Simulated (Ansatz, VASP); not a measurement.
## P in VASP and in Ansatz

INCAR

```
SYSTEM = P
  PREC = Accurate
  ENCUT = 520
  EDIFF = 1E-6
  ISMEAR = -1
  SIGMA = 0.1
  LREAL = .FALSE.
  LASPH = .TRUE.
  NELM = 100
  ALGO = Normal
  ISIF = 2
  LWAVE = .FALSE.
  LCHARG = .FALSE.
  NBANDS = 8
```

Contents of KPOINTS:

```
regular mesh
0
G
  15 15 15
  0 0 0
```

Contents of POSCAR:

```
P
1.0
    2.3070274164      0.0000000000      0.0000000000
    0.0000000000      2.3070274164      0.0000000000
    0.0000000000      0.0000000000      2.3070274164
P
1
Direct
    0.0000000000      0.0000000000      0.0000000000
```

Input for Ansatz:

```yaml
crystal:
  lattice:
    - [2.3070274164, 0.0, 0.0]
    - [0.0, 2.3070274164, 0.0]
    - [0.0, 0.0, 2.3070274164]
  atoms:
    - { symbol: P, position: [0.0, 0.0, 0.0] }
hamiltonian:
  xc: lda
  pseudopotentials:
    kind: paw
    azcp:
      P: "pseudopotentials/P.paw.azcp"
basis:
  ecutwfc: 420
  fft_grid_basis: typed
kpoints:
  mp_grid: { grid: [15, 15, 15], shift: [0, 0, 0] }
magnetization:
  spin_polarized: false
scf:
  occupations: { method: fermi_dirac, width: 0.1 }
  lower_state_search: "off"
output:
  stress: true
```

Alike in both runs: task single point; functional LDA; k mesh 15 × 15 × 15; occupations fermi-dirac, width 0.1 eV; no spin polarisation.

|  | VASP | Ansatz |
| --- | --- | --- |
| version | VASP 6.6.1 | Ansatz 0.2.0 |
| potentials or method | VASP PAW LDA potentials, release 64 (P) | plane waves (420 eV) with PAW, scalar-relativistic |
| plane-wave cutoff (eV) | 520 | 420 |
| valence electrons in the cell | 5 | 5 |

```tsv
	VASP	Ansatz	Ansatz less VASP
pressure (GPa)	22.7	23.0	+0.27
```

Ansatz warned: «pseudo_functional_mismatch».

Caveats: so large a pressure means that the cell lies far from this level's equilibrium, or that cutoff or potentials fall short (VASP).
